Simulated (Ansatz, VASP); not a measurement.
# Cross-check of In2GaAsP2 between VASP and Ansatz, part 2 of 2

One calculation is typed for both programs; each brings its own data sets. How far apart do they land? The cell is taken from a series of runs on this material, whose earlier steps may have relaxed, scaled, displaced or heated it; both programs get it as it stands.

VASP 6.6.1 and Ansatz 0.2.0.

So far: Starting point; Ansatz: single point, HSE06.

### Step 3. VASP: single point, HSE06

Level of this step: HSE06; plane waves and PAW (In_d, P, Ga_d, As) (VASP).

The same cell, functional and mesh now go to VASP, with its own data sets.

Lines of VASP's logs that name or quote its potential files are left out, and so is its time.

The run reads the wave functions of an earlier VASP run, which isn't shown here.

Input file INCAR:

```
SYSTEM = In2GaAsP2
PREC = Accurate
ENCUT = 400
EDIFF = 1E-06
NELM = 100
ISMEAR = 0
SIGMA = 0.01
LREAL = .FALSE.
ALGO = Normal
LHFCALC = .TRUE.
AEXX = 0.25
GGA = PE
HFSCREEN = 0.208
LASPH = .TRUE.
NBANDS = 66
PRECFOCK = Fast
LORBIT = 11
LWAVE = .FALSE.
LCHARG = .FALSE.
KPAR = 4
NCORE = 4
ISIF = 2
```

Input file POSCAR:

```
In2GaAsP2
1.0
    4.1050956851      0.0000000000      0.0000000000
    0.0000000000      4.0979990123      0.0000000000
    0.0000000000      0.0000000000     17.4471179195
In P Ga As
4 4 2 2
Direct
    0.0000000000      0.0000000000      0.0432998252
    0.5000000000      0.5000000000      0.2142429710
    0.0000000000      0.0000000000      0.3850873542
    0.5000000000      0.5000000000      0.5558772797
    0.5000000000      0.0000000000      0.1285604049
    0.0000000000      0.5000000000      0.2995325205
    0.5000000000      0.0000000000      0.4703928328
    0.0000000000      0.5000000000      0.6418374433
    0.0000000000      0.0000000000      0.7146634203
    0.5000000000      0.5000000000      0.8728798871
    0.5000000000      0.0000000000      0.7936238232
    0.0000000000      0.5000000000      0.9511377080
```

Input file KPOINTS:

```
Automatic mesh
0
Gamma
4 4 2
0 0 0
```

PAW data sets: In_d, P, Ga_d and As (PBE family, release 64).

Started as:

```sh
mpirun -np 16 vasp_std
```

Numbers of over 12 decimals in the logs are rounded to 6 here.

The log of the run:

```text
[banner, memory and clock lines left out]
running   16 mpi-ranks, on    1 nodes
 distrk:  each k-point on    4 cores,    4 groups
 distr:  one band on    4 cores,    1 groups

 POSCAR found type information on POSCAR InP GaAs
 POSCAR found :  4 types and      12 ions
 LDA part: xc-table for (Slater+PW92), standard interpolation
 found WAVECAR, reading the header
 POSCAR, INCAR and KPOINTS ok, starting setup
 FFT: planning ... GRIDC
 FFT: planning ... GRID_SOFT
 FFT: planning ... GRID
 reading WAVECAR
 the WAVECAR file was read successfully
 initial charge from wavefunction
 entering main loop
       N       E                     dE             d eps       ncg     rms          rms(c)
DAV:   1    -0.593604141354E+02   -0.59360E+02   -0.32507E+00  3610   0.161E+01    0.771E+00
DAV:   2    -0.593985513914E+02   -0.38137E-01   -0.40889E-01  2836   0.404E+00    0.651E+00
DAV:   3    -0.593958046521E+02    0.27467E-02   -0.47607E-02  3440   0.139E+00    0.543E+00
DAV:   4    -0.593940565096E+02    0.17481E-02   -0.38053E-03  3098   0.398E-01    0.340E+00
DAV:   5    -0.593934780459E+02    0.57846E-03   -0.71415E-04  3182   0.138E-01    0.212E+00
DAV:   6    -0.593933195098E+02    0.15854E-03   -0.16637E-04  2950   0.664E-02    0.130E+00
DAV:   7    -0.593932644292E+02    0.55081E-04   -0.31893E-05  2988   0.323E-02    0.789E-01
DAV:   8    -0.593932452676E+02    0.19162E-04   -0.90469E-06  2494   0.168E-02    0.476E-01
DAV:   9    -0.593932394742E+02    0.57933E-05   -0.36428E-06  2380   0.100E-02    0.286E-01
DAV:  10    -0.593932380948E+02    0.13795E-05   -0.14143E-06  1940   0.652E-03    0.172E-01
DAV:  11    -0.593932380019E+02    0.92823E-07   -0.60889E-07  1584   0.528E-03
   1 F= -.59393238E+02 E0= -.59393238E+02  d E =-.104275E-19
```

OUTCAR, selected parts (step 3):

```text
ion  position               nearest neighbor table
   1  0.000  0.000  0.043-   5 2.53   5 2.53  12 2.60  12 2.60
   2  0.500  0.500  0.214-   6 2.54   6 2.54   5 2.54   5 2.54
   3  0.000  0.000  0.385-   6 2.54   6 2.54   7 2.54   7 2.54
   4  0.500  0.500  0.556-   7 2.53   7 2.53   8 2.54   8 2.54
   5  0.500  0.000  0.129-   1 2.53   1 2.53   2 2.54   2 2.54
   6  0.000  0.500  0.300-   3 2.54   3 2.54   2 2.54   2 2.54
   7  0.500  0.000  0.470-   4 2.53   4 2.53   3 2.54   3 2.54
   8  0.000  0.500  0.642-   9 2.41   9 2.41   4 2.54   4 2.54
   9  0.000  0.000  0.715-   8 2.41   8 2.41  11 2.47  11 2.47
  10  0.500  0.500  0.873-  12 2.47  12 2.47  11 2.47  11 2.47
  11  0.500  0.000  0.794-  10 2.47  10 2.47   9 2.47   9 2.47
  12  0.000  0.500  0.951-  10 2.47  10 2.47   1 2.60   1 2.60

  LATTYP: Found a simple orthorhombic cell.
 ALAT       =     4.0979990123
 B/A-ratio  =     1.0017317410
 C/A-ratio  =     4.2574724560

 Subroutine GETGRP returns: Found  4 space group operations
 (whereof  4 operations were pure point group operations)

The static configuration has the point symmetry C_2v.

 Found     18 irreducible k-points:

   k-points           NKPTS =     18   k-points in BZ     NKDIM =     32   number of bands    NBANDS=     66

   dimension x,y,z NGX =    28 NGY =   28 NGZ =  120
   dimension x,y,z NGXF=    56 NGYF=   56 NGZF=  240

   ENCUT  =  400.0 eV  29.40 Ry    5.42 a.u.   6.69  6.68 28.45*2*pi/ulx,y,z

   NELECT =     108.0000    total number of electrons

 k-points in reciprocal lattice and weights: Automatic mesh
   0.00000000  0.00000000  0.00000000       0.031
   0.25000000  0.00000000  0.00000000       0.062
   0.50000000  0.00000000  0.00000000       0.031
   0.00000000  0.25000000  0.00000000       0.062
   0.25000000  0.25000000  0.00000000       0.125
   0.50000000  0.25000000  0.00000000       0.062
   0.00000000  0.50000000  0.00000000       0.031
   0.25000000  0.50000000  0.00000000       0.062
   0.50000000  0.50000000  0.00000000       0.031
[...]
0.25000000  0.50000000  0.50000000       0.062
   0.50000000  0.50000000  0.50000000       0.031

  exchange ACFDT corr.  =         0.00000000  see jH, gK, PRB 81, 115126

 average (electrostatic) potential at core
       1 -89.9648       2 -89.9976       3 -89.9970       4 -89.9819       5 -79.7497
       6 -79.7394       7 -79.7393       8 -79.8597       9 -58.4636      10 -58.4241
      11 -45.5682      12 -45.4656

 E-fermi :   4.5000

 k-point     1 :       0.0000    0.0000    0.0000
  band No.  band energies     occupation
    ...
     50       3.4575      2.00000
     51       3.5629      2.00000
     52       4.3047      2.00000
     53       4.3298      2.00000
     54       4.4389      2.00000
     55       5.6887      0.00000
     56       6.4711      0.00000
     57       6.6345      0.00000
     58       6.9247      0.00000
     59       7.1927      0.00000
    ...

 k-point     2 :       0.2500    0.0000    0.0000
  band No.  band energies     occupation
    ...
     50       3.2727      2.00000
     51       3.5654      2.00000
     52       3.6135      2.00000
     53       3.6391      2.00000
     54       4.2169      2.00000
     55       6.6362      0.00000
     56       6.8456      0.00000
     57       7.1873      0.00000
     58       7.3777      0.00000
     59       7.6419      0.00000
    ...

 k-point     3 :       0.5000    0.0000    0.0000
  band No.  band energies     occupation
    ...
     50       3.0696      2.00000
     51       3.2342      2.00000
     52       3.2409      2.00000
     53       3.2545      2.00000
     54       3.7829      2.00000
     55       6.5879      0.00000
     56       6.7554      0.00000
     57       7.0531      0.00000
     58       7.0671      0.00000
     59       8.0821      0.00000
    ...

  Total        1.6675008      1.5800259      0.7054727      0.0000000      0.0000000      0.0000000
  in kB        9.1024395      8.6249377      3.8509864      0.0000000      0.0000000      0.0000000
  external PRESSURE =       7.1927879 kB  Pullay stress =       0.0000000 kB

  energy-cutoff  :      400.00
  volume of cell :      293.51
      direct lattice vectors                 reciprocal lattice vectors
     4.105095685  0.000000000  0.000000000     0.243599681  0.000000000  0.000000000
     0.000000000  4.097999012  0.000000000     0.000000000  0.244021533  0.000000000
     0.000000000  0.000000000 17.447117919     0.000000000  0.000000000  0.057316057

 POSITION                                       TOTAL-FORCE (eV/Angst)
 -----------------------------------------------------------------------------------
      0.00000      0.00000      0.75546         0.000000      0.000000     -0.033827
      2.05255      2.04900      3.73792         0.000000      0.000000     -0.006679
      0.00000      0.00000      6.71866         0.000000      0.000000     -0.000605
      2.05255      2.04900      9.69846         0.000000      0.000000     -0.001372
      2.05255      0.00000      2.24301         0.000000      0.000000      0.005796
      0.00000      2.04900      5.22598         0.000000      0.000000      0.002975
      2.05255      0.00000      8.20700         0.000000      0.000000      0.002202
      0.00000      2.04900     11.19821         0.000000      0.000000     -0.011070
      0.00000      0.00000     12.46882         0.000000      0.000000      0.022592
      2.05255      2.04900     15.22924         0.000000      0.000000     -0.008854
      2.05255      0.00000     13.84645         0.000000      0.000000      0.007129
      0.00000      2.04900     16.59461         0.000000      0.000000      0.021714
 -----------------------------------------------------------------------------------
    total drift:                                0.000001     -0.000004      0.003247

  FREE ENERGIE OF THE ION-ELECTRON SYSTEM (eV)
  ---------------------------------------------------
  free  energy   TOTEN  =       -59.3932380019 eV

  energy  without entropy=      -59.3932380019  energy(sigma->0) =      -59.39323800

 total charge
# of ion       s       p       d       tot
------------------------------------------
    1        0.849   0.786   9.911  11.547
    2        0.839   0.790   9.917  11.547
    3        0.839   0.791   9.918  11.547
    4        0.841   0.794   9.916  11.550
    5        1.019   1.522   0.000   2.542
    6        1.019   1.525   0.000   2.543
    7        1.019   1.525   0.000   2.543
    8        1.019   1.512   0.000   2.531
    9        0.826   0.770  10.012  11.608
   10        0.835   0.770  10.007  11.612
   11        1.219   1.631   0.029   2.879
   12        1.219   1.641   0.026   2.886
--------------------------------------------------
tot         11.541  14.058  59.737  85.336

[... 3 further parts left out ...]
```

The run ends at a pressure of 0.72 GPa, with forces up to 0.034 eV/Å.

### Step 4. Differences

Known differences besides the potentials themselves: exact exchange at q = 0 is treated differently, which shows on coarse meshes; VASP keeps PBE cores, Ansatz makes them for the functional; fixed occupations in Ansatz, narrow Gaussian smearing in VASP; the data sets hold 128 valence electrons in Ansatz (on its PAW soft_1 files) and 108 in VASP; the cutoff is 420 eV in Ansatz and 400 eV in VASP; VASP takes a coarser grid for exact exchange (PRECFOCK = Fast). Total energies have different zeros and are not compared.

Compared:

```
              quantity  Ansatz   VASP  difference
gap on the k mesh (eV)   1.251  1.250      +0.001
```

A gap on the mesh is an upper bound, since the band edges may lie between its points.

### Step 5. What came out

| Quantity | Value |
| --- | --- |
| difference in gap on the k mesh (single point, HSE06) | 0.0015 eV |

In words: The difference in gap on the k mesh is 0.0015 eV (single point, HSE06), within the 0.08 eV picked in this series as the mark of a large difference. The data sets hold unlike numbers of valence electrons (128 in Ansatz and 108 in VASP), so part of the differences comes from the potentials. Such differences can come from data sets, numerical settings and the points named under the comparisons, not from the functional's error against experiment.

[Lines on the potential files, build, host, timing and source positions are cut from VASP's logs without a mark.]

[Logs are printed without paths, hosts, clocks, repeated set-up lines and the standing remarks that a program may print on its own settings, such as how far it seeks lower states.]

[Hosts, paths, dates, database ids (printed as entryN), source tags and the programs' standing remarks are cut or masked in the printed files.]
